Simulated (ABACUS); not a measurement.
# GaP under changes of volume

One of the cells (20.240 Å³/atom); the others are scaled copies at fixed shape and fractional positions:

```
Ga P
1.0
     0.00000    2.72525    2.72525
     2.72525    0.00000    2.72525
     2.72525    2.72525    0.00000
Ga P
1 1
Direct
  0.00000 0.00000 0.00000
  0.75000 0.75000 0.75000
```

```yaml
Program: ABACUS 3.10.1
Functional: PBE
Potentials_or_basis: PseudoDojo NC SR 0.4.1 PBE standard
Cutoff: 1361 eV
Density_cutoff: 5442 eV
Basis: DZP LCAO (the cutoffs set its grid)
k_mesh: 8 × 8 × 8
Occupations: fermi-dirac, width 0.05 eV
Spin: no spin polarisation
```

```tsv
volume (Å³/atom)	energy over the lowest point (meV/atom)	pressure (GPa)	gap on the mesh (eV)
19.026	65.36	10.6	1.54
19.431	41.69	8.2	1.58
19.836	23.83	6.0	1.63
20.240	?	?	?
20.645	3.45	2.2	1.65
21.050	0.00	0.6	1.59
21.455	0.32	-0.9	1.50
```

What does the run at 20.240 Å³/atom give?

Energy over the lowest point 11.23 meV/atom; pressure 4.0 GPa; gap on the mesh 1.66 eV.

Worked out: A Birch-Murnaghan fit of order 3 (a polynomial in V^(-2/3)) to the other rows has its minimum at 21.21 Å³/atom with B0 = V·E''(V) = 77 GPa and B' = 4.3. It gives 11.29 meV/atom at 20.240 Å³/atom, against the run's 11.23, and -dE/dV = 4.0 GPa, against 4.0. A parabola through the other rows of the gap, of slope -0.244 eV per unit of ln V there, gives 1.65 eV, against the run's 1.66.

Energies are extrapolated to zero smearing.

Caveats: the atomic orbitals were generated for these runs and aren't a published set; the basis of atomic orbitals isn't converged, which shifts pressures, moduli and gaps.

A mesh can miss the band edges. Spin-orbit coupling on Ga is left out.
